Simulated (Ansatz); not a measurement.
# YN: the cost of one run

Program: Ansatz 0.2.0. Level of theory: DFT, levels as named, plane waves, PAW. These are calculated values, not measurements.

### Step 1. The starting structure

Symmetry: Fm-3m, No. 225, cubic system. The conventional cell has a = 4.877 Å, b = 4.877 Å, c = 4.877 Å, α = 90.00°, β = 90.00°, γ = 90.00°. Y (site symmetry m-3m) has 6 N at 2.44 Å as nearest neighbours. N (site symmetry m-3m) has 6 Y at 2.44 Å as nearest neighbours.

Structure file:

```
Y N
1.0
     0.00000    2.43850    2.43850
     2.43850    0.00000    2.43850
     2.43850    2.43850    0.00000
Y N
1 1
Direct
  0.00000 0.00000 0.00000
  0.50000 0.50000 0.50000
```

### Step 2. Relaxation with PBE

File input.yaml:

```yaml
crystal:
  lattice:
    - [0.0, 2.4385, 2.4385]
    - [2.4385, 0.0, 2.4385]
    - [2.4385, 2.4385, 0.0]
  atoms:
    - { symbol: "Y", position: [0.0, 0.0, 0.0] }
    - { symbol: "N", position: [0.5, 0.5, 0.5] }
  symmetry: { tolerance: 0.0003 }
hamiltonian:
  xc: pbe
  pseudopotentials: { kind: paw, azcp: { folder: soft_1 } }
basis:
  ecutwfc: 420
magnetization:
  spin_polarized: false
scf:
  occupations: { method: fermi_dirac, width: 0.1 }
kpoints:
  mp_grid: { grid: [11, 11, 11], shift: [0, 0, 0] }
output:
  forces: true
  stress: true
  eigenvalues: true
relax:
  max_steps: 60
  cell: {}
```

Run with:

```
> ansatz run input.yaml --threads 2 --pin off --max-ram 5632MiB --backend cpu --events-out ev --progress --plain --runs-dir out
```

Q: Estimate wall time and peak memory on 2 threads of Arm Neoverse V1, shared host.

About 3.8 s, with a peak of 0.3 GiB.
